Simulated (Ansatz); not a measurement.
ZnSe in the h-MgO-type structure (no longer in that coordination) was put through Ansatz (plane waves). The cell was relaxed beforehand with r2SCAN.

Structure:
```
CELL_PARAMETERS angstrom
4.15139 0.00000 0.00000
-2.07569 3.59521 0.00000
0.00000 0.00000 6.17474
ATOMIC_POSITIONS crystal
Zn 0.33333 0.66667 0.25000
Zn 0.66667 0.33333 0.75000
Se 0.66667 0.33333 0.25000
Se 0.33333 0.66667 0.75000
```

Output, abridged:
```
Pseudopotential: Zn, paw, valence charge 12, recommended cutoff 500 eV (meta_gga)
Pseudopotential: Se, paw, valence charge 16, recommended cutoff 500 eV (meta_gga)
Functional definition: r2SCAN
Crystal: 4 atoms, lattice volume = 92.159 Å³
Basis set: ecut = 500 eV, 2345 PW (Γ)
Bands: 34, of which v1, the nominal top of the filled ones, is band 28 counted from 1 (27 counted from 0)
Symmetry: 24 space group operations
Space group: P63/mmc (ITA 194)
k-points: 14 of 72
preconditioner: auto → Resta (q_TF=auto, 2.511 Å⁻¹)  ε∞=4.8  [insulator: Δε(μ)=0.806 eV  ℏωp=23.2 eV]
SCF converged after 8 iterations
Free energy (F): -17610.202163 eV
Fermi energy:    6.687176 eV
--- Per-component energies (eV) ---
  E_band       = -805.800581
  E_kinetic    = 498.914834
  E_local      = -8836.617789
  E_nonlocal   = 46.903293
  E_hartree    = 4098.308994
  E_xc         = -443.739043
  E_vxc        = -317.341597
  E_paw        = -7552.134288
  E_vpaw       = -410.249587
  E_vtau       = 15.965060
  E_ewald      = -5417.942857
  E_core_change = -3.894778
--- G₀W₀: contour deformation, 7 samples at zero and on the imaginary axis and 1 off it, 72 q-points, 346 empty bands' worth ---
    ik  band        ε_KS         Σx   Σc(E_QP)       V_xc       Z   E_QP_lin       E_QP  E_QP is
     0    27      5.9844   -22.1256     2.0659   -19.4882  0.7738     5.4059     5.4130  root
     0    28      6.6872   -17.8603     1.7518   -15.5925  0.7673     6.1654     6.1713  root
     0    29      7.5283    -9.5225    -3.6997   -13.4543  0.7963     7.7612     7.7604  root
     0    30      8.1379    -9.8847    -3.7873   -13.8324  0.7998     8.2986     8.2982  root
     1    27      5.5670   -22.0363     2.2338   -19.1829  0.7708     4.9385     4.9475  root
     1    28      5.5670   -22.0363     2.2338   -19.1829  0.7708     4.9385     4.9475  root
     1    29      8.7634    -9.5078    -3.9306   -13.6780  0.7922     9.0039     9.0030  root
     1    30      8.7634    -9.5078    -3.9306   -13.6780  0.7922     9.0039     9.0030  root
     2    27      5.6764   -21.2944     2.0648   -18.6499  0.7718     5.0893     5.0967  root
     2    28      6.5297   -18.0500     1.8263   -15.6904  0.7663     5.9899     5.9964  root
     2    29      8.7977    -9.9448    -3.7657   -13.9596  0.7906     9.0478     9.0468  root
     2    30      9.5341   -10.6395    -3.8355   -14.6846  0.7904     9.7444     9.7436  root
     3    27      5.2548   -19.7095     2.2643   -16.8184  0.7613     4.6176     4.6280  root
     3    28      5.2548   -19.7095     2.2643   -16.8184  0.7613     4.6176     4.6280  root
     3    29      9.7724    -9.4480    -4.1144   -13.8328  0.7865    10.0442    10.0429  root
     3    30      9.7724    -9.4480    -4.1144   -13.8328  0.7865    10.0442    10.0429  root
     4    27      5.0995   -19.8207     2.0815   -17.1510  0.7670     4.5031     4.5113  root
     4    28      5.9615   -18.2395     2.0341   -15.6200  0.7625     5.3676     5.3761  root
     4    29      9.0255    -8.2274    -3.7896   -12.2175  0.7968     9.2267     9.2260  root
     4    30     10.3669    -9.5775    -4.0947   -13.9313  0.7870    10.6273    10.6260  root
     5    27      5.5166   -19.2770     2.2439   -16.4233  0.7604     4.8969     4.9067  root
     5    28      5.5166   -19.2770     2.2439   -16.4233  0.7604     4.8969     4.9067  root
     5    29      9.9340    -8.0930    -3.9634   -12.2483  0.7938    10.1265    10.1259  root
     5    30      9.9340    -8.0930    -3.9634   -12.2483  0.7938    10.1265    10.1259  root
     6    27      4.8319   -19.0889     2.0770   -16.4247  0.7650     4.2360     4.2446  root
     6    28      5.3759   -18.2508     2.2356   -15.3864  0.7574     4.7361     4.7471  root
     6    29      8.8315    -8.0967    -3.6972   -11.9702  0.7992     9.0083     9.0079  root
     6    30     10.3753    -9.3348    -4.0591   -13.6485  0.7886    10.6311    10.6299  root
     7    27      5.7430   -19.5331     2.2117   -16.7267  0.7617     5.1395     5.1483  root
     7    28      5.7430   -19.5331     2.2117   -16.7267  0.7617     5.1395     5.1483  root
     7    29      9.8535    -8.4391    -3.8432   -12.4585  0.7955    10.0302    10.0297  root
     7    30      9.8535    -8.4391    -3.8432   -12.4585  0.7955    10.0302    10.0297  root
    11    27      5.8935   -19.7735     2.1901   -16.9946  0.7632     5.2962     5.3047  root
    11    28      5.8935   -19.7735     2.1901   -16.9946  0.7632     5.2962     5.3047  root
    11    29     10.7970    -7.2886    -4.0052   -11.3817  0.7919    10.8849    10.8848  root
    11    30     10.7970    -7.2886    -4.0052   -11.3817  0.7919    10.8849    10.8848  root
  […]
```

The points are ik 0 = (0, 0, 0) (Γ), ik 1 = (0, 0, -1/2), ik 2 = (0, 1/6, 0), ik 3 = (0, 1/6, -1/2), ik 4 = (0, 1/3, 0), ik 5 = (0, 1/3, -1/2), ik 6 = (0, -1/2, 0), ik 7 = (0, -1/2, -1/2), ik 11 = (1/6, 1/3, -1/2), ik 12 = (1/3, 1/3, 0), ik 13 = (1/3, 1/3, -1/2); band 28 is the last filled one.

Q: Which of these blocks stood in the input: relax, gw, phonons, dielectric, magnetization (spin_orbit)?

A: gw. The quasiparticle table needs the gw block.

Q: Which k mesh was typed?

A: 6×6×2, Γ-centred. The answer isn't unique; the calculation gave this one.

Q: How were the bands filled?

A: Fixed occupations.

Run as `ansatz run input.yaml --threads 2 --pin off --max-ram 3686MiB --backend cpu --events-out ev --progress --plain --runs-dir out`. Wall time 6.7 min on 2 threads of Arm Neoverse V1, with other jobs on the host, load about 0.5 per core; peak host memory 1 GiB.

Values at 0 K without nuclear motion; spin polarisation is off, and the phase may be a hypothetical one.

For so narrow a gap this mesh doesn't settle the screening, and the bands and cutoff are finite.
